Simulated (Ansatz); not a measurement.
**NbSi2N4 bilayer (AA') in a perpendicular field**

Wanted: the out-of-plane response of the NbSi2N4 bilayer (AA'). A positive field points along +c.

Main program and level: Ansatz 0.2.0; plane-wave DFT, PBE-D3(BJ), Ansatz PAW.

### 1. The starting structure

The cell holds 14 atoms: 8 N, 4 Si and 2 Nb. Its edges and angles: a = 2.920 Å, b = 2.920 Å, c = 66.017 Å, α = 90.0°, β = 90.0°, γ = 120.0°. Regions: layer 1: NbSi2N4, 7 atoms (4 N, 2 Si and 1 Nb); layer 2: NbSi2N4, 7 atoms (4 N, 2 Si and 1 Nb). Vacuum lies along c.

Structure file:

```xyz
14
Lattice="2.9200 0.0000 0.0000 -1.4600 2.5288 0.0000 0.0000 0.0000 66.0175" Properties=species:S:1:pos:R:3
N     0.0000    0.0000   24.2500
Si    0.0000    1.6859   24.7194
N     0.0000    1.6859   26.4694
Nb    0.0000    0.0000   27.8294
N     0.0000    1.6859   29.1893
Si    0.0000    1.6859   30.9393
N     0.0000    0.0000   31.4087
N     0.0000    1.6859   34.6087
Si    0.0000    0.0000   35.0782
N     0.0000    0.0000   36.8282
Nb    0.0000    1.6859   38.1881
N     0.0000    0.0000   39.5480
Si    0.0000    0.0000   41.2980
N     0.0000    1.6859   41.7675
```

### 2. Relaxation

The starting cell is a guess, so the in-plane lattice and the atoms are relaxed first, with the slab cut off from its images along the normal.

input.yaml

```yaml
crystal:
  lattice:
    - [2.92, 0.0, 0.0]
    - [-1.46, 2.5287941791, 0.0]
    - [0.0, 0.0, 66.0174683379]
  atoms:
    - { symbol: "N", position: [0.0, 0.0, 0.3673270213] }
    - { symbol: Si, position: [0.3333333333, 0.6666666667, 0.3744377497] }
    - { symbol: "N", position: [0.3333333333, 0.6666666667, 0.4009458852] }
    - { symbol: Nb, position: [0.0, 0.0, 0.4215455058], spin: 1.0 }
    - { symbol: "N", position: [0.3333333333, 0.6666666667, 0.4421451265] }
    - { symbol: Si, position: [0.3333333333, 0.6666666667, 0.468653262] }
    - { symbol: "N", position: [0.0, 0.0, 0.4757639904] }
    - { symbol: "N", position: [0.3333333333, 0.6666666667, 0.5242360096] }
    - { symbol: Si, position: [0.0, 0.0, 0.531346738] }
    - { symbol: "N", position: [0.0, 0.0, 0.5578548735] }
    - { symbol: Nb, position: [0.3333333333, 0.6666666667, 0.5784544942], spin: -1.0 }
    - { symbol: "N", position: [0.0, 0.0, 0.5990541148] }
    - { symbol: Si, position: [0.0, 0.0, 0.6255622503] }
    - { symbol: "N", position: [0.3333333333, 0.6666666667, 0.6326729787] }
  periodic: [true, true, false]
magnetization:
  spin_polarized: true
kpoints:
  mp_grid: { grid: [12, 12, 1] }
hamiltonian:
  xc: pbe
  dispersion: d3bj
scf:
  occupations: { method: fermi_dirac, width: 0.05 }
  convergence: { dr2_threshold: 1.0e-09 }
relax:
  f_tol: 0.004
  max_steps: 90
  cell: {}
output:
  write_potential: true
  write_density: true
  volumetric_format: npy
```

Command:

```
$ ansatz run input.yaml --threads 8 --pin off --max-ram 12288MiB --backend cpu --events-out ev --progress --plain --runs-dir out
```

Numbers of over 12 decimals in the logs are rounded to 6 here.

The program printed:

```text
Warning: relax.cell: scf.convergence.dr2_threshold = 1e-9 eV is looser than the 1.8488900476e-10 eV advised for a relaxation that steers and ends on the stress (1e-10 eV for each atom of the cell: 14, times the square of relax.cell.stress_2d_tol = 0.05 N/m over 27.5 Å (the atoms' height at the walk's start and 5 Å past either face), 1.817e-2 GPa, over a crystal's default 0.05). What an SCF threshold leaves in a stress goes as its square root, and in the free energy as the threshold itself, and one threshold admits the most on a small cell: [figures from the program's tests cut] Set scf.convergence.dr2_threshold to 1.8488900476e-10 eV or tighter. [rest of the remark cut]
Engine: ansatz 0.2.0, aarch64-unknown-linux-gnu
Pseudopotentials: kind: paw
Pseudopotential: N, paw, valence charge 5, recommended cutoff 420 eV (normal), N.paw.azcp
Pseudopotential: Si, paw, valence charge 4, recommended cutoff 420 eV (normal), Si.paw.azcp
Pseudopotential: Nb, paw, valence charge 13, recommended cutoff 420 eV (normal), Nb.paw.azcp
Functional definition: PBE
  parameter kappa = 0.804
  parameter beta = 0.066725
  exchange = pbe_x(kappa = kappa, mu = beta*pi^2/3)
  correlation = pbe_c(beta = beta)
Crystal: 14 atoms, lattice volume = 487.478 Å³
Basis set: ecut = 420 eV, 9461 PW (Γ), exchange–correlation on 40×40×900 points (8 copies of the dense FFT grid, shifted against one another)
Bands: 56, of which v1, the nominal top of the filled ones, is band 41 counted from 1 (40 counted from 0)
Symmetry: 6 space group operations
Space group: P3m1 (ITA 156), of the structure as read, at distance tolerance 7.9e-5 Å
Magnetic group: BNS 164.87 (UNI 1317), of the structure as read, at distance tolerance 7.9e-5 Å
k-points: 19 of 144 (time reversal used)
Non-local potential: N, projectors of the file, l = 0: 2, l = 1: 2, l = 2: 1
Non-local potential: Si, projectors of the file, l = 0: 2, l = 1: 2, l = 2: 2
Non-local potential: Nb, projectors of the file, l = 0: 3, l = 1: 2, l = 2: 2, l = 3: 1
PAW form: soft (Blöchl's): semilocal exchange-correlation on the pseudo side does not see the compensation charge
PAW one-centre angular grid: N, 110 points (default); XC on 64 Gauss nodes
PAW one-centre angular grid: Si, 110 points (default); XC on 64 Gauss nodes
PAW one-centre angular grid: Nb, 590 points (default); XC on 64 Gauss nodes
Initial density: superposition of atomic densities (neutral atoms: chi_scale 0, normalization atom)
Starting moments: Σ|m| = 2 μB on 2 of 14 sites
Starting magnetic order: antiferromagnet; an inversion exchanges its spin sublattices: spin-degenerate at every k-point
Initial wavefunctions: pseudopotential atomic-orbital guess
Functional: x = pbe(κ = 0.804, μ = 0.219515), c = pbe(β = 0.066725)
SCF iter   1: F=—  HF=-14752.370756 eV  |F-HF|=—  |Δ(HF+E_count)|=         —  Δρ=5.30e-2 (↑5.30e-2 ↓5.30e-2)  dr2=6.44e1  dr2_m=8.22e-2  M=0.000 μB ∫|m|=1.720 μB  β_m=0.30  ethr=3.10e-3  ⟨swp⟩=11.3  Hψ=15749  notcnv=0  defer=189
Mixer restart at iter 1: flushing history
preconditioner: auto → LDOS  [metal: Δε(μ)=0.054 eV  Ē_g=13.167 eV  σ=0.050 eV  W_gap=0.26  n_scr=42 (ndim 8)  ℏωp=13.7 eV  f_vac=0.678  D(μ)=2.51/eV (n_scr^D=20)]
spin=Collinear: LDOS preconditioning applied to the charge; magnetization (m = ρ↑ − ρ↓) channel mixes plain (no charge-response kernel on spin).
SCF iter   2: F=—  HF=-14738.165678 eV  |F-HF|=—  |Δ(HF+E_count)|=    1.42e1  Δρ=2.17e-2 (↑2.17e-2 ↓2.17e-2)  dr2=1.12e1  dr2_m=3.82e-2  M=-0.002 μB ∫|m|=1.732 μB  β_m=0.39  ethr=3.10e-3  ⟨swp⟩=5.3  Hψ=6651  notcnv=0  defer=333
SCF iter   3: F=—  HF=-14736.182661 eV  |F-HF|=—  |Δ(HF+E_count)|=    1.98e0  Δρ=8.46e-3 (↑8.46e-3 ↓8.45e-3)  dr2=7.80e-1  dr2_m=9.01e-3  M=-0.004 μB ∫|m|=1.701 μB  β_m=0.55  ethr=3.10e-3  ⟨swp⟩=4.1  Hψ=5380  notcnv=0  defer=340
SCF iter   4: F=—  HF=-14736.172256 eV  |F-HF|=—  |Δ(HF+E_count)|=   1.04e-2  Δρ=2.09e-3 (↑2.09e-3 ↓2.08e-3)  dr2=6.28e-2  dr2_m=1.00e-3  M=-0.004 μB ∫|m|=1.703 μB  β_m=0.59  ethr=9.51e-4  ⟨swp⟩=3.5  Hψ=3591  notcnv=0  defer=340
SCF iter   5: F=—  HF=-14736.184818 eV  |F-HF|=—  |Δ(HF+E_count)|=         —  Δρ=7.11e-4 (↑7.11e-4 ↓6.90e-4)  dr2=3.84e-3  dr2_m=4.48e-4  M=-0.005 μB ∫|m|=1.730 μB  β_m=0.59  ethr=7.66e-5  ⟨swp⟩=3.3  Hψ=4941  notcnv=0  defer=340
SCF iter   6: F=—  HF=-14736.188353 eV  |F-HF|=—  |Δ(HF+E_count)|=   3.54e-3  Δρ=4.71e-4 (↑4.70e-4 ↓4.71e-4)  dr2=1.31e-3  dr2_m=3.86e-4  M=-0.002 μB ∫|m|=1.766 μB  β_m=0.79  ethr=4.69e-6  ⟨swp⟩=3.4  Hψ=4686  notcnv=0  defer=340
SCF iter   7: F=—  HF=-14736.193125 eV  |F-HF|=—  |Δ(HF+E_count)|=   4.77e-3  Δρ=2.53e-4 (↑2.53e-4 ↓2.53e-4)  dr2=2.13e-4  dr2_m=2.32e-4  M=0.002 μB ∫|m|=1.841 μB  β_m=0.90  ethr=1.60e-6  ⟨swp⟩=3.0  Hψ=4410  notcnv=0  defer=340
SCF iter   8: F=—  HF=-14736.194263 eV  |F-HF|=—  |Δ(HF+E_count)|=   1.14e-3  Δρ=8.26e-5 (↑8.26e-5 ↓5.80e-5)  dr2=7.35e-5  dr2_m=1.20e-5  M=0.002 μB ∫|m|=1.892 μB  β_m=0.88  ethr=2.60e-7  ⟨swp⟩=4.7  Hψ=5455  notcnv=0  defer=336
SCF iter   9: F=—  HF=-14736.194429 eV  |F-HF|=—  |Δ(HF+E_count)|=   1.66e-4  Δρ=3.82e-5 (↑2.87e-5 ↓3.82e-5)  dr2=1.70e-5  dr2_m=3.15e-6  M=0.001 μB ∫|m|=1.895 μB  β_m=0.88  ethr=8.96e-8  ⟨swp⟩=3.1  Hψ=4471  notcnv=0  defer=336
SCF iter  10: F=—  HF=-14736.194434 eV  |F-HF|=—  |Δ(HF+E_count)|=   5.04e-6  Δρ=2.24e-5 (↑2.24e-5 ↓1.54e-5)  dr2=7.42e-6  dr2_m=6.43e-7  M=0.000 μB ∫|m|=1.896 μB  β_m=0.74  ethr=2.07e-8  ⟨swp⟩=3.2  Hψ=4685  notcnv=0  defer=336
SCF iter  11: F=—  HF=-14736.194434 eV  |F-HF|=—  |Δ(HF+E_count)|=   3.57e-7  Δρ=6.11e-6 (↑6.11e-6 ↓4.97e-6)  dr2=7.17e-7  dr2_m=4.35e-8  M=0.000 μB ∫|m|=1.897 μB  β_m=0.66  ethr=9.05e-9  ⟨swp⟩=2.9  Hψ=4074  notcnv=0  defer=336
SCF iter  12: F=—  HF=-14736.194434 eV  |F-HF|=—  |Δ(HF+E_count)|=   6.77e-8  Δρ=2.11e-6 (↑2.11e-6 ↓1.81e-6)  dr2=1.49e-7  dr2_m=4.61e-9  M=0.000 μB ∫|m|=1.897 μB  β_m=0.62  ethr=8.74e-10  ⟨swp⟩=3.5  Hψ=4969  notcnv=0  defer=336
SCF iter  13: F=—  HF=-14736.194434 eV  |F-HF|=—  |Δ(HF+E_count)|=   9.70e-9  Δρ=1.08e-6 (↑9.02e-7 ↓1.08e-6)  dr2=1.70e-8  dr2_m=1.75e-9  M=0.000 μB ∫|m|=1.897 μB  β_m=0.76  ethr=1.82e-10  ⟨swp⟩=3.1  Hψ=3788  notcnv=0  defer=336
SCF iter  14: F=—  HF=-14736.194434 eV  |F-HF|=—  |Δ(HF+E_count)|=   1.13e-7  Δρ=3.78e-7 (↑3.78e-7 ↓3.33e-7)  dr2=2.09e-9  dr2_m=2.78e-10  M=0.000 μB ∫|m|=1.897 μB  β_m=0.74  ethr=2.08e-11  ⟨swp⟩=3.2  Hψ=4292  notcnv=0  defer=336
SCF iter  15: F=-14736.194434 eV  HF=-14736.194434 eV  |F-HF|=4.11e-10  |Δ(HF+E_count)|=   1.21e-8  Δρ=9.59e-8 (↑9.59e-8 ↓8.60e-8)  dr2=1.28e-10  dr2_m=1.21e-11  M=0.000 μB ∫|m|=1.897 μB  ethr=1.22e-12  ⟨swp⟩=9.2  Hψ=18164  notcnv=0
[...]
iter 4 met the thresholds in force, and the SCF goes on: an eigenvalue changes by 2.89 meV, over its tolerance of 0.05 meV (output.eigenvalues, Limitations)
SCF iter   4: F=-14736.764070 eV  HF=-14736.764070 eV  |F-HF|=3.16e-7  |Δ(HF+E_count)|=   3.21e-6  Δρ=8.03e-8 (↑8.03e-8 ↓8.02e-8)  dr2=8.85e-11  dr2_m=9.26e-13  M=-0.000 μB ∫|m|=1.760 μB  β_m=0.66  ethr=1.00e-12  ⟨swp⟩=21.5  Hψ=21410  notcnv=0
iter 5 met the thresholds in force, and the SCF goes on: an eigenvalue changes by 0.58 meV, over its tolerance of 0.05 meV (output.eigenvalues, Limitations)
SCF iter   5: F=-14736.764070 eV  HF=-14736.764070 eV  |F-HF|=3.53e-8  |Δ(HF+E_count)|=   2.80e-7  Δρ=3.40e-8 (↑3.40e-8 ↓3.37e-8)  dr2=2.30e-11  dr2_m=1.82e-13  M=-0.000 μB ∫|m|=1.760 μB  β_m=1.00  ethr=1.00e-12  ⟨swp⟩=12.6  Hψ=14375  notcnv=0
Mixer restart at iter 5: flushing history
SCF iter   6: F=-14736.764070 eV  HF=-14736.764070 eV  |F-HF|=1.26e-8  |Δ(HF+E_count)|=   3.63e-8  Δρ=1.16e-7 (↑1.16e-7 ↓1.12e-7)  dr2=1.25e-8  dr2_m=2.28e-11  M=0.000 μB ∫|m|=1.760 μB  β_m=1.00  ethr=1.00e-12  ⟨swp⟩=1.2  Hψ=2165  notcnv=0  κ⁻¹=1.0e0(r=1)
SCF iter   7: F=-14736.764070 eV  HF=-14736.764070 eV  |F-HF|=2.29e-10  |Δ(HF+E_count)|=  2.58e-10  Δρ=2.42e-8 (↑2.26e-8 ↓2.42e-8)  dr2=1.14e-10  dr2_m=2.51e-13  M=-0.000 μB ∫|m|=1.760 μB  β_m=1.00  ethr=1.00e-12  ⟨swp⟩=1.0  Hψ=2128  notcnv=0  κ⁻¹=7.5e-4(r=2)
SCF iter   8: F=-14736.764070 eV  HF=-14736.764070 eV  |F-HF|=0.00e0  |Δ(HF+E_count)|=  5.28e-11  Δρ=1.70e-8 (↑1.70e-8 ↓1.61e-8)  dr2=5.96e-11  dr2_m=9.02e-14  M=-0.000 μB ∫|m|=1.760 μB  ethr=1.00e-12  ⟨swp⟩=9.4  Hψ=13343  notcnv=0
SCF 11 converged in 8 iterations: F = -14736.764070 eV  dr2 = 5.96e-11
relax step  11: F+E_penalty+E_count = -14736.76407022 eV  Δ(F+E_penalty+E_count) = -2.314e-4 eV  max|allowed force component| = 1.061e-3 eV/Å  Δτ_max = 0.0000 Å  P = +0.009 N/m  Ω = 497.938 Å³  fix = [c, alpha, beta]  reactions: c +0.000 N/m  stress off target by 9.46e-3 N/m on what of the cell is left free  SCF on the basis re-selected at this cell (its energy is not comparable with the rows above)  (8 SCF iters)
basis re-selected at this cell: Δ(F+E_penalty+E_count) = -2.314e-4 eV, ΔP = +0.003 N/m vs the last step (what re-selecting the basis moved, of the pressure what is left beyond the Pulay correction that the steps carried, after the strain that the cell walked since its last selection, with what the two solves' SCF thresholds leave and, on support functions, any second-order correction that the steps lacked; it is no m [...]
WARN: The output density's exchange-correlation potential varies sharply where the density is thin. Do not read a vacuum level from v_tot or v_xc, or from such a field of the output density. On a cell that repeats whose density bears no net charge and no dipole along the vacuum's axis use v_es (v_loc + v_h of the components); under efield.dipole_correction with no amplitude use v_es + v_field, which holds any externa [...]
SCF converged after 8 iterations
an eigenvalue changed by more than its tolerance at an iteration that met the thresholds in force, so the SCF went on 2 times, its first undamped step at iteration 5: the last check found none over its tolerance
Magnetization: -0.0000 μB (41.0000 up, 41.0000 down)
Absolute magnetization: 1.7611 μB (∫|ρ↑−ρ↓|, with the PAW one-centre terms)
Spin contamination: 0.8037 ħ² per cell (⟨S²⟩ above its minimum at these occupations)
Per-site moments (μB) at R_I (Å): [(0.0080193, 0.732885), (0.00366255, 0.720706), (0.00686135, 0.720706), (0.352609, 0.873076), (0.00691465, 0.720132), (0.00362189, 0.720132), (0.00742702, 0.731854), (-0.00742703, 0.731854), (-0.0036219, 0.720132), (-0.00691469, 0.720132), (-0.352609, 0.873076), (-0.00686135, 0.720706), (-0.00366255, 0.720706), (-0.00801929, 0.732885)]
Free energy (F): -14736.764070 eV
Harris-Foulkes:  -14736.764070 eV  (|F-HF|=0.00e0)
Internal energy: -14736.740646 eV  (E = F + TS)
E sigma→0 (E₀):  -14736.752358 eV
Entropy (-TS):   -0.023425 eV (-1.673 meV/atom)
Fermi energy:    -5.445363 eV
--- Per-component energies (eV) ---
  E_band       = -1526.198308
  E_kinetic    = 2040.433177
  E_local      = -833894.683543  (includes V_loc(G=0)·N_el)
  E_nonlocal   = 693.791627
  E_hartree    = 415626.816818
  E_xc         = -1065.002138
  E_vxc        = -1240.889976  (∫ρ·V_xc dr)
  E_paw        = -9216.693610  (= ΣΔE_a)
  E_vpaw       = -378.484924  (= ΣTr[D̂ρ^β])
  E_aug_tail   = 0.000837  (compensation charges beyond the density's cutoff)
  E_ewald      = 411082.635516
  E_disp       = -4.039330  (pairwise vdW)
  E_smearing   = -0.023425  (= −TS)
  E_closure    = 0.000000  (closes the sum)
  Σ components = -14736.764070   (vs F -14736.764070, Δ=0.00e0)
--- Forces (eV/Å), atoms counted from 1 ---
  atom   1  N      0.00000000    -0.00000000    -0.00058993
  atom   2  Si     0.00000000     0.00000000     0.00085636
  atom   3  N     -0.00000000    -0.00000000    -0.00008810
  atom   4  Nb     0.00000000    -0.00000000     0.00007623
  atom   5  N     -0.00000000    -0.00000000     0.00005815
  atom   6  Si     0.00000000     0.00000000    -0.00106119
  atom   7  N     -0.00000000    -0.00000000     0.00098397
  atom   8  N     -0.00000000     0.00000000    -0.00098607
  atom   9  Si     0.00000000    -0.00000000     0.00105867
  atom  10  N      0.00000000     0.00000000    -0.00005251
  atom  11  Nb     0.00000000     0.00000000    -0.00007879
  atom  12  N      0.00000000     0.00000000     0.00009321
  atom  13  Si    -0.00000000    -0.00000000    -0.00086018
  atom  14  N      0.00000000     0.00000000     0.00059096
  max |Σ_I F_I| component: 7.89e-7 eV/Å
--- 2D stress c σ (N/m, compression-positive) ---
        0.009459       0.000000      -0.000000
        0.000000       0.009459      -0.000000
       -0.000000      -0.000000       0.000000
  P = ½ c Tr σ = 0.0095 N/m
--- Band table (eV; the first three rows and the last of 38) ---
  k-point 0 ↑: bands = [... 37 lower, -7.5228, -7.5228, -7.1497, -5.1443, -4.4360, -2.1450, -2.1450, -1.7884, ... 11 higher]
  k-point 1 ↑: bands = [... 37 lower, -7.6510, -7.4176, -7.1115, -5.2209, -4.4893, -2.4089, -2.1463, -2.1312, ... 11 higher]
  k-point 2 ↑: bands = [... 37 lower, -7.8344, -7.4604, -7.1914, -5.6092, -4.8341, -2.4631, -2.1486, -2.1277, ... 11 higher]
  k-point 18 ↓: bands = [... 37 lower, -7.3215, -6.6142, -6.5732, -5.5413, -4.7386, -2.9954, -2.1847, -1.6262, ... 11 higher]
  the weakly bound empty levels are not read free of the cell's end (no_gap_told)
--- Relaxed structure (9 steps of the walk, 9 accepted, 2 SCFs on fresh bases) ---
  F+E_penalty+E_count = -14736.76407022 eV   max|allowed force component| = 1.061e-3 eV/Å   (the final SCF, on the basis selected at the relaxed cell)
  cell:  # Å, volume = 497.9382 Å³
    - [2.951162, 0.0, 0]
    - [-1.475581, 2.555781, 0]
    - [0, 0, 66.0174683379]
  atoms:
    - { symbol: N, position: [1.6468236409746416e-17, -3.7007434155248924e-17, 0.373009] }
    - { symbol: Si, position: [0.333333, 0.666667, 0.380636] }
    - { symbol: N, position: [0.333333, 0.666667, 0.407101] }
    - { symbol: Nb, position: [1.3302335421586894e-17, -3.7007434155248924e-17, 0.426135] }
    - { symbol: N, position: [0.333333, 0.666667, 0.445155] }
    - { symbol: Si, position: [0.333333, 0.666667, 0.471599] }
    - { symbol: N, position: [9.643616079521291e-18, -3.7007434155248924e-17, 0.479091] }
    - { symbol: N, position: [0.333333, 0.666667, 0.520909] }
    - { symbol: Si, position: [-8.538472065270619e-18, -3.700743415524897e-17, 0.528401] }
    - { symbol: N, position: [-8.723969108950011e-18, -3.700743415524895e-17, 0.554845] }
    - { symbol: Nb, position: [0.333333, 0.666667, 0.573865] }
    - { symbol: N, position: [-1.7839659857563106e-17, -3.7007434155248955e-17, 0.592899] }
    - { symbol: Si, position: [-1.7964042959851562e-17, -3.700743415524897e-17, 0.619364] }
    - { symbol: N, position: [0.333333, 0.666667, 0.626991] }
```

It took 4.6 min on 8 threads of Arm Neoverse V1, shared host; peak memory 2 GiB; 36 min of CPU time.

Relaxation path:

| step | energy less that of the first step (eV) | largest force component (eV/Å) | volume (Å³) |
| --- | --- | --- | --- |
| 1 | 0.0000 | 1.8635 | 487.48 |
| 2 | -0.4119 | 0.8926 | 496.37 |
| 3 | -0.5423 | 0.2578 | 495.15 |
| 4 | -0.5552 | 0.0988 | 496.57 |
| 5 | -0.5587 | 0.0323 | 497.83 |
| 6 | -0.5591 | 0.0126 | 497.78 |
| 7 | -0.5591 | 0.0044 | 497.74 |
| 8 | -0.5592 | 0.0016 | 497.73 |
| 9* | -0.5696 | 0.0013 | 497.73 |
| 10 | -0.5694 | 0.0011 | 497.94 |
| 11* | -0.5696 | 0.0011 | 497.94 |

Relaxation steps marked * repeat the geometry before them on a plane-wave basis chosen anew for their cell, so energy and pressure can jump there.

Forces are held to the 6 operations that the run works with; a distortion that breaks them can't arise in this run.

| cell as run | before | after | change |
| --- | --- | --- | --- |
| a (Å) | 2.920 | 2.951 | +1.1 % |
| b (Å) | 2.920 | 2.951 | +1.1 % |

The atoms that moved most (Å, along periodic axes as changes of fractional coordinates times the final cell, across vacuum about the mean position):

| atom | dx | dy | dz | length |
| --- | --- | --- | --- | --- |
| Si13 | 0.000 | 0.000 | -0.409 | 0.409 |
| Si2 | 0.000 | 0.000 | 0.409 | 0.409 |
| N3 | 0.000 | 0.000 | 0.406 | 0.406 |
| N12 | 0.000 | 0.000 | -0.406 | 0.406 |
| N14 | 0.000 | 0.000 | -0.375 | 0.375 |
| N1 | 0.000 | 0.000 | 0.375 | 0.375 |
| Nb11 | 0.000 | 0.000 | -0.303 | 0.303 |
| Nb4 | 0.000 | 0.000 | 0.303 | 0.303 |

Final coordinates:

```xyz
14
Lattice="2.9512 0.0000 0.0000 -1.4756 2.5558 0.0000 0.0000 0.0000 66.0175" Properties=species:S:1:pos:R:3
N     0.0000    0.0000   24.6251
Si    0.0000    1.7039   25.1286
N     0.0000    1.7039   26.8758
Nb    0.0000    0.0000   28.1324
N     0.0000    1.7039   29.3880
Si    0.0000    1.7039   31.1338
N     0.0000    0.0000   31.6284
N     0.0000    1.7039   34.3891
Si    0.0000    0.0000   34.8837
N     0.0000    0.0000   36.6295
Nb    0.0000    1.7039   37.8851
N     0.0000    0.0000   39.1417
Si    0.0000    0.0000   40.8889
N     0.0000    1.7039   41.3924
```

This step gave:

```
energy at zero smearing : -14736.7524 eV
```

Site moment by atom:

```
atom  site moment (μB)
  N1             0.008
 Si2             0.004
  N3             0.007
 Nb4             0.353
  N5             0.007
 Si6             0.004
  N7             0.007
  N8            -0.007
 Si9            -0.004
 N10            -0.007
Nb11            -0.353
 N12            -0.007
Si13            -0.004
 N14            -0.008
```

The lattice constant a goes from 2.920 to 2.951 Å.

[end of part 1 of 4]

[Logs are printed without paths, hosts, clocks, repeated set-up lines and the standing remarks that a program may print on its own settings, such as how far it seeks lower states.]

[Hosts, paths, dates, database ids (printed as entryN), source tags and the programs' standing remarks are cut or masked in the printed files.]

[Maps of the electrostatic potential energy from Ansatz leave out the sawtooth potential of an applied field or a dipole correction, so their vacuum need not be flat; planar profiles and work functions include it.]
